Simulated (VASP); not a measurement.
# TiO2 (Rutile) (P4_2/mnm) in VASP: notebook

One crystal, TiO2 (Rutile), is run at these levels: PBEsol, PBE, RPBE; tasks: relaxation of cell and atoms.

Everything below comes from runs of VASP 6.6.1. Logs are shortened: lines on timing, memory, paths and dates and some standing lists are left out, and cuts for length are marked.

**1. The crystal as given**

The structure is tetragonal, space group P4_2/mnm (No. 136). The conventional cell has a = 4.592 Å, b = 4.592 Å, c = 2.942 Å, α = 90.00°, β = 90.00°, γ = 90.00°. Around Ti (site symmetry mmm) lie 6 O at 1.94 to 1.98 Å. Around O (site symmetry m2m) lie 3 Ti at 1.94 to 1.98 Å.

**2. Relaxation of cell and atoms, PBEsol**

The input, INCAR:

```
SYSTEM = TiO2
PREC = Accurate
ENCUT = 600
EDIFF = 1E-7
ISMEAR = 0
SIGMA = 0.03
LREAL = .False.
LASPH = .True.
NELM = 80
ALGO = Normal
ISIF = 3
LWAVE = .False.
LCHARG = .False.
GGA = PS
IBRION = 2
NSW = 90
EDIFFG = -0.005
KPAR = 4
```

The input, KPOINTS:

```
regular mesh
0
Gamma
  6 6 10
  0 0 0
```

The input, POSCAR:

```
TiO2                                    
1.0
    4.5924156956      0.0000000000      0.0000000000
   -0.0000000000      4.5924156956      0.0000000000
    0.0000000000      0.0000000000      2.9417133062
  Ti              O             
     2     4
Direct
     1.0000000000000000    0.0000000000000000    0.0000000000000000
     0.5000000000000000    0.5000000000000000    0.5000000000000000
     0.3042848952518264    0.3042848952518264    1.0000000000000000
     0.1957151047481736    0.8042848952518266    0.5000000000000000
     0.6957151047481734    0.6957151047481734    0.0000000000000000
     0.8042848952518266    0.1957151047481736    0.5000000000000000
```

Potentials or basis: VASP PAW PBE potentials, release 64 (Ti_sv, O).

The run is started by

```bash
cat potpaw_PBE.64/Ti_sv/POTCAR potpaw_PBE.64/O/POTCAR > POTCAR
mpirun -np 4 vasp_std > vasp.out
```

OUTCAR:

```text
SYSTEM = TiO2
   PREC = Accurate
   ENCUT = 600
   EDIFF = 1E-7
   ISMEAR = 0
   LREAL = .False.
   LASPH = .True.
   NELM = 80
   ISIF = 3
   GGA = PS
   IBRION = 2
   NSW = 90
   EDIFFG = -0.005

 ion  position               nearest neighbor table
   1  0.000  0.000  0.000-   4 1.94   6 1.94   4 1.94   6 1.94   5 1.98   3 1.98
   2  0.500  0.500  0.500-   3 1.94   5 1.94   3 1.94   5 1.94   4 1.98   6 1.98
   3  0.304  0.304  0.000-   2 1.94   2 1.94   1 1.98
   4  0.196  0.804  0.500-   1 1.94   1 1.94   2 1.98
   5  0.696  0.696  0.000-   2 1.94   2 1.94   1 1.98
   6  0.804  0.196  0.500-   1 1.94   1 1.94   2 1.98

  LATTYP: Found a simple tetragonal cell.
 ALAT       =     4.5924156956
 C/A-ratio  =     0.6405590219

  Lattice vectors:

 A1 = (   4.5924156956,   0.0000000000,   0.0000000000)
 A2 = (   0.0000000000,   4.5924156956,   0.0000000000)
 A3 = (   0.0000000000,   0.0000000000,   2.9417133062)

Analysis of symmetry for initial positions (statically):
=====================================================================
 Subroutine PRICEL returns:
 Original cell was already a primitive cell.

 Routine SETGRP: Setting up the symmetry group for a
 simple tetragonal supercell.

 Subroutine GETGRP returns: Found 16 space group operations
 (whereof  8 operations were pure point group operations)
 out of a pool of 16 trial point group operations.

The static configuration has the point symmetry D_2h.
 The point group associated with its full space group is D_4h.

Analysis of symmetry for dynamics (positions and initial velocities):
=====================================================================
 Subroutine PRICEL returns:
 Original cell was already a primitive cell.

 Routine SETGRP: Setting up the symmetry group for a
 simple tetragonal supercell.

 Subroutine GETGRP returns: Found 16 space group operations
 (whereof  8 operations were pure point group operations)
 out of a pool of 16 trial point group operations.

The dynamic configuration has the point symmetry D_2h.
 The point group associated with its full space group is D_4h.

 Subroutine INISYM returns: Found 16 space group operations
 (whereof  8 operations are pure point group operations),
 and found     1 'primitive' translations

----------------------------------------------------------------------------------------

                                     Primitive cell

  volume of cell :      62.0416

  direct lattice vectors                    reciprocal lattice vectors
     4.592415696  0.000000000  0.000000000     0.217750323  0.000000000  0.000000000
     0.000000000  4.592415696  0.000000000     0.000000000  0.217750323  0.000000000
     0.000000000  0.000000000  2.941713306     0.000000000  0.000000000  0.339937953

  length of vectors
     4.592415696  4.592415696  2.941713306     0.217750323  0.217750323  0.339937953

  position of ions in fractional coordinates (direct lattice)
     0.000000000  0.000000000  0.000000000
     0.500000000  0.500000000  0.500000000
     0.304284895  0.304284895  0.000000000
     0.195715105  0.804284895  0.500000000
     0.695715105  0.695715105  0.000000000
     0.804284895  0.195715105  0.500000000

  ion indices of the primitive-cell ions
   primitive index   ion index
                 1           1
                 2           2
                 3           3
                 4           4
                 5           5
                 6           6

----------------------------------------------------------------------------------------

 KPOINTS: regular mesh

Automatic generation of k-mesh.
[... 73 lines left out ...]
   ISYM   =      2    0-nonsym 1-usesym 2-fastsym
   POTIM  = 0.5000    time-step for ionic-motion
   TEBEG  =    0.0;   TEEND  =   0.0 temperature during run
   PSTRESS=    0.0 pullay stress
   NELECT =      48.0000    total number of electrons
   NUPDOWN=      -1.0000    fix difference up-down
   EMIN   =  10.00;   EMAX   =-10.00  energy-range for DOS
   EFERMI =   0.00;   METHOD = LEGACY
   ISMEAR =     0;   SIGMA  =   0.03  broadening in eV -4-tet -1-fermi 0-gaus
   EFERMI_NEDOS =   21; number of points for ismear=-14 and -15
   IALGO  =     38    algorithm
   IMIX   =      4    mixing-type and parameters
     AMIX     =   0.40;   BMIX     =  1.00
     AMIX_MAG =   1.60;   BMIX_MAG =  1.00
  volume/ion in A,a.u.               =      10.34        69.78
  Fermi-wavevector in a.u.,A,eV,Ry     =   1.502892  2.840053 30.731251  2.258683
  Thomas-Fermi vector in A             =   2.614073
   LORBIT       =      0    0 simple, 1 ext, 2 COOP (PROOUT), +10 PAW based schemes
   GGA     = PS    functional components
   LHFCALC =     F    Hartree Fock is set to
   AEXX    =    0.0000 exact exchange contribution
   IVDW    =     0    specifies the selected vdW correction
   LEPSILON=     F    determine dielectric tensor
   LRPA    =     F    only Hartree local field effects (RPA)
 conjugate gradient relaxation of ions
 non-spin polarized calculation
 Gauss-broadening in eV      SIGMA  =   0.03
  energy-cutoff  :      600.00
  volume of cell :       62.04
 maximum number of plane-waves:      2092
 NGX is ok and might be reduce to    40
   NGX = 19   NGY = 19   NGZ = 11

--------------------------------------- Ionic step        1  -------------------------------------------

 number of electron      47.9999990 magnetization

 Free energy of the ion-electron system (eV)
  ---------------------------------------------------
  ext. energy  EPLUGINS =         0.00000000
  ---------------------------------------------------
  free energy    TOTEN  =       -56.10684034 eV

  energy without entropy =      -56.10684034  energy(sigma->0) =      -56.10684034

------------------------ aborting loop because EDIFF is reached ----------------------------------------

  FORCE on cell =-STRESS in cart. coord.  units (eV):
  Direction    XX          YY          ZZ          XY          YZ          ZX
  --------------------------------------------------------------------------------------
  -------------------------------------------------------------------------------------
  Total        0.0078928      0.0078928      0.0011677      0.0000000      0.0000000      0.0000000
  in kB        0.2038249      0.2038249      0.0301559      0.0000000      0.0000000      0.0000000
  external PRESSURE =       0.1459352 kB  Pullay stress =       0.0000000 kB

 VOLUME and BASIS-vectors are now :
 -----------------------------------------------------------------------------
  energy-cutoff  :      600.00
  volume of cell :       62.04
      direct lattice vectors                 reciprocal lattice vectors
     4.592415696  0.000000000  0.000000000     0.217750323  0.000000000  0.000000000
     0.000000000  4.592415696  0.000000000     0.000000000  0.217750323  0.000000000
     0.000000000  0.000000000  2.941713306     0.000000000  0.000000000  0.339937953

 POSITION                                       TOTAL-FORCE (eV/Angst)
 -----------------------------------------------------------------------------------
      0.00000      0.00000      0.00000         0.000000     -0.000000     -0.000000
      2.29621      2.29621      1.47086         0.000000     -0.000000     -0.000000
      1.39740      1.39740      0.00000         0.003812      0.003812      0.000000
      0.89881      3.69361      1.47086        -0.003812      0.003812     -0.000000
      3.19501      3.19501      0.00000        -0.003812     -0.003812     -0.000000
      3.69361      0.89881      1.47086         0.003812     -0.003812     -0.000000
 -----------------------------------------------------------------------------------
    total drift:                                0.000000      0.000000     -0.000000

  FREE ENERGIE OF THE ION-ELECTRON SYSTEM (eV)
  ---------------------------------------------------
  free  energy   TOTEN  =       -56.1068403364 eV

  energy  without entropy=      -56.1068403364  energy(sigma->0) =      -56.10684034

--------------------------------------- Ionic step        2  -------------------------------------------

 number of electron      47.9999990 magnetization

 Free energy of the ion-electron system (eV)
  ---------------------------------------------------
  ext. energy  EPLUGINS =         0.00000000
  ---------------------------------------------------
  free energy    TOTEN  =       -56.10684411 eV

  energy without entropy =      -56.10684411  energy(sigma->0) =      -56.10684411

 E-fermi :   4.9258     XC(G=0): -11.7344

 val. band max:        4.7876590197   @ k =   0.0000   0.0000   0.0000
 cond. band min:       6.6201659364   @ k =   0.0000   0.0000   0.0000
 fundamental gap:      1.8325069168
 Fermi energy:         4.9258056167

 k-point     1 :       0.0000    0.0000    0.0000
  band No.  band energies     occupation
      1     -51.8457      2.00000
      2     -51.8275      2.00000
      3     -28.2747      2.00000
      4     -28.2747      2.00000
      5     -28.1015      2.00000
      6     -28.1015      2.00000
[... 733 lines left out ...]
     27       7.9294      0.00000
     28       7.9294      0.00000

 [... further k-points ...]
[... 5 lines left out ...]
  --------------------------------------------------------------------------------------
  -------------------------------------------------------------------------------------
  Total        0.0062640      0.0062640     -0.0010032      0.0000000      0.0000000      0.0000000
  in kB        0.1617415      0.1617415     -0.0259029      0.0000000      0.0000000      0.0000000
  external PRESSURE =       0.0991934 kB  Pullay stress =       0.0000000 kB

 VOLUME and BASIS-vectors are now :
 -----------------------------------------------------------------------------
  energy-cutoff  :      600.00
  volume of cell :       62.05
      direct lattice vectors                 reciprocal lattice vectors
     4.592707137 -0.000000000  0.000000000     0.217736505  0.000000000  0.000000000
     0.000000000  4.592707137  0.000000000     0.000000000  0.217736505  0.000000000
     0.000000000  0.000000000  2.941740926     0.000000000  0.000000000  0.339934761

 POSITION                                       TOTAL-FORCE (eV/Angst)
 -----------------------------------------------------------------------------------
      0.00000      4.59271      2.94174         0.000000      0.000000      0.000000
      2.29635      2.29635      1.47087         0.000000      0.000000      0.000000
      1.39768      1.39768      0.00000         0.000599      0.000599     -0.000000
      0.89868      3.69403      1.47087        -0.000599      0.000599     -0.000000
      3.19503      3.19503      2.94174        -0.000599     -0.000599      0.000000
      3.69403      0.89868      1.47087         0.000599     -0.000599      0.000000
 -----------------------------------------------------------------------------------
    total drift:                               -0.000000     -0.000000     -0.000000

  FREE ENERGIE OF THE ION-ELECTRON SYSTEM (eV)
  ---------------------------------------------------
  free  energy   TOTEN  =       -56.1068441112 eV

  energy  without entropy=      -56.1068441112  energy(sigma->0) =      -56.10684411

 reached required accuracy - stopping structural energy minimisation
```

Run time: 47 s. Hardware: 4 MPI ranks of Intel Xeon Platinum 8488C (Sapphire Rapids), shared host; peak memory 0.25 GiB.

What came out:

```yaml
Free_energy: -56.1068 eV
Relaxed_volume: 10.34 Å³/atom
Relaxed_cell: a = 4.593 Å, b = 4.593 Å, c = 2.942 Å, α = 90.00°, β = 90.00°, γ = 90.00°
Space_group_after_relaxing_to_0.05_Å: P4_2/mnm (No. 136)
Energy_gained_by_relaxing: 0.0 meV/atom
Ionic_steps: 2
Pressure_after_relaxing: 0.0 GPa
Band_gap_on_the_k_mesh: 1.83 eV, direct
```

Final structure:
```
CELL_PARAMETERS angstrom
4.59271 0.00000 0.00000
0.00000 4.59271 0.00000
0.00000 0.00000 2.94174
ATOMIC_POSITIONS crystal
Ti 0.00000 0.00000 0.00000
Ti 0.50000 0.50000 0.50000
O 0.30432 0.30432 0.00000
O 0.19567 0.80432 0.50000
O 0.69568 0.69568 0.00000
O 0.80432 0.19567 0.50000
```

Caveat: the PAW data sets were made with another functional, which shifts forces and pressure a little. A k mesh can miss the band edges.

**3. Relaxation of cell and atoms, PBE**

This run uses another cell than the first one, of 10.39 Å³/atom, 1.005 times its volume.

The input, INCAR:

```
SYSTEM = TiO2
PREC = Accurate ; ENCUT = 600
EDIFF = 1E-6 ; ISMEAR = 0
SIGMA = 0.03 ; LREAL = .False.
LASPH = .True. ; NELM = 80
ALGO = Normal ; ISIF = 3
LWAVE = .False. ; LCHARG = .False.
GGA = PE ; IBRION = 2
NSW = 90 ; EDIFFG = -0.01
KPAR = 2
```

KPOINTS is that of step 2.

The input, POSCAR:

```
TiO2
1.0
    4.5922000000      0.0000000000      0.0000000000
    0.0000000000      4.5922000000      0.0000000000
    0.0000000000      0.0000000000      2.9574000000
Ti O
2 4
Direct
    0.0000000000      0.0000000000      0.0000000000
    0.5000000000      0.5000000000      0.5000000000
    0.3049600000      0.3049600000      0.0000000000
    0.1950400000      0.8049600000      0.5000000000
    0.6950400000      0.6950400000      0.0000000000
    0.8049600000      0.1950400000      0.5000000000
```

Potentials or basis: VASP PAW PBE potentials, release 64 (Ti_sv, O).

The run is started by

```bash
cat potpaw_PBE.64/Ti_sv/POTCAR potpaw_PBE.64/O/POTCAR > POTCAR
mpirun -np 2 vasp_std > vasp.out
```

Wall time 2.3 min (2 MPI ranks of AMD EPYC 9R45 (Zen 5), shared host); peak memory 0.24 GiB.

The run converged. Its results:

```
Free energy                            : -53.6806 eV
Relaxed volume                         : 10.67 Å³/atom
Relaxed cell                           : a = 4.646 Å, b = 4.646 Å, c = 2.966 Å, α = 90.00°, β = 90.00°, γ = 90.00°
Space group after relaxing (to 0.05 Å) : P4_2/mnm (No. 136)
Energy gained by relaxing              : 5.0 meV/atom
Ionic steps                            : 5
Pressure after relaxing                : 0.0 GPa
Largest force after relaxing           : 0.003 eV/Å
Band gap on the k mesh                 : 1.82 eV, direct
```

Forces on the atoms (eV/Å):
```
Ti   0.000  0.000  0.000
Ti   0.000  0.000  0.000
O    0.002  0.002  0.000
O   -0.002  0.002  0.000
O   -0.002 -0.002  0.000
O    0.002 -0.002  0.000
```

Stress tensor (GPa, compression positive):
```
-0.05  0.00  0.00
 0.00 -0.05  0.00
 0.00  0.00  0.06
```

Step by step:
```
step  energy change (eV)  largest force (eV/Å)  pressure (GPa)  volume (Å³)
   1              0.0000                0.1242            5.83        62.37
   2              0.0143                0.2349           -6.47        65.84
   3             -0.0277                0.0461            0.00        63.89
   4             -0.0295                0.0182           -0.01        63.98
   5             -0.0297                0.0032           -0.01        64.02
```

Final structure:
```xyz
6
Lattice="4.6456 0.0000 0.0000 0.0000 4.6456 0.0000 0.0000 0.0000 2.9664" Properties=species:S:1:pos:R:3 pbc="T T T"
Ti    4.6456    0.0000    0.0000
Ti    2.3228    2.3228    1.4832
O     1.4168    1.4168    0.0000
O     0.9061    3.7396    1.4832
O     3.2289    3.2289    0.0000
O     3.7396    0.9061    1.4832
```

Levels at points of the mesh, in eV from the valence-band top:
```tsv
k point	band 22	band 23	band 24	band 25	band 26	band 27
(0.00, 0.00, 0.00)	-0.43	-0.43	0.00	1.82	2.10	2.37
(0.50, 0.00, 0.00)	-1.56	-0.71	-0.71	2.47	2.47	2.94
(0.50, 0.50, 0.00)	-1.25	-1.04	-1.04	1.86	1.86	2.47
(0.00, 0.00, 0.50)	-2.23	-1.40	-1.40	2.87	2.87	3.13
(0.50, 0.00, 0.50)	-1.98	-0.99	-0.99	1.87	1.87	3.15
(0.50, 0.50, 0.50)	-1.21	-0.67	-0.67	2.52	2.52	3.13
```

A k mesh can miss the band edges. Zero-point motion and thermal expansion aren't in these numbers.

**4. Relaxation of cell and atoms, PBE**

This run uses another cell than the first one, of 10.67 Å³/atom, 1.032 times its volume.

The input, INCAR:

```
SYSTEM = TiO2
PREC = Accurate ; ENCUT = 600
EDIFF = 1E-7 ; ISMEAR = 0
SIGMA = 0.03 ; LREAL = .False.
LASPH = .True. ; NELM = 80
ALGO = Normal ; ISIF = 3
LWAVE = .False. ; LCHARG = .False.
GGA = PE ; IBRION = 2
NSW = 90 ; EDIFFG = -0.005
KPAR = 2
```

KPOINTS is that of step 3.

The input, POSCAR:

```
TiO2                                    
1.0
    4.6456457949     -0.0000000000      0.0000000000
   -0.0000000000      4.6456457949      0.0000000000
    0.0000000000      0.0000000000      2.9663923001
  Ti              O             
     2     4
Direct
     1.0000000000000000    0.0000000000000000    0.0000000000000000
     0.5000000000000000    0.5000000000000000    0.5000000000000000
     0.3049641049898326    0.3049641049898326    0.0000000000000000
     0.1950358950101674    0.8049641049898327    0.5000000000000000
     0.6950358950101673    0.6950358950101673    0.0000000000000000
     0.8049641049898327    0.1950358950101674    0.5000000000000000
```

The run is started by

```bash
cat potpaw_PBE.64/Ti_sv/POTCAR potpaw_PBE.64/O/POTCAR > POTCAR
mpirun -np 2 vasp_std > vasp.out
```

It took 42 s on 2 MPI ranks of AMD EPYC 9R45 (Zen 5), shared host; peak memory 0.23 GiB.

It converged, with:

```yaml
Free_energy: -53.6852 eV
Pressure_after_relaxing: 0.0 GPa
Largest_force_after_relaxing: 0.004 eV/Å
Band_gap_on_the_k_mesh: 1.82 eV, direct
```

Forces on the atoms (eV/Å):
```
Ti   0.000  0.000  0.000
Ti   0.000  0.000  0.000
O    0.003  0.003  0.000
O   -0.003  0.003  0.000
O   -0.003 -0.003  0.000
O    0.003 -0.003  0.000
```

Stress tensor (GPa, compression positive):
```
-0.07  0.00  0.00
 0.00 -0.07  0.00
 0.00  0.00  0.01
```

Final structure:
```
CELL_PARAMETERS angstrom
4.64565 0.00000 0.00000
0.00000 4.64565 0.00000
0.00000 0.00000 2.96639
ATOMIC_POSITIONS crystal
Ti 0.00000 0.00000 0.00000
Ti 0.50000 0.50000 0.50000
O 0.30496 0.30496 0.00000
O 0.19504 0.80496 0.50000
O 0.69504 0.69504 0.00000
O 0.80496 0.19504 0.50000
```

Levels at points of the mesh, in eV from the valence-band top:
```tsv
k point	band 20	band 21	band 22	band 23	band 24	band 25	band 26	band 27	band 28
(0.00, 0.00, 0.00)	-1.89	-0.67	-0.43	-0.43	0.00	1.82	2.10	2.37	2.45
(0.50, 0.00, 0.00)	-2.98	-1.56	-1.56	-0.71	-0.71	2.47	2.47	2.93	2.93
(0.50, 0.50, 0.00)	-2.11	-1.25	-1.25	-1.04	-1.04	1.86	1.86	2.47	2.47
(0.00, 0.00, 0.50)	-2.74	-2.23	-2.23	-1.40	-1.40	2.87	2.87	3.13	3.13
(0.50, 0.00, 0.50)	-2.33	-1.98	-1.98	-0.99	-0.99	1.87	1.87	3.15	3.15
(0.50, 0.50, 0.50)	-2.71	-1.21	-1.21	-0.67	-0.67	2.52	2.52	3.13	3.13
```

Caveat: the relaxation stopped at its first step, so nothing moved. A k mesh can miss the band edges.

[end of part 1 of 2]
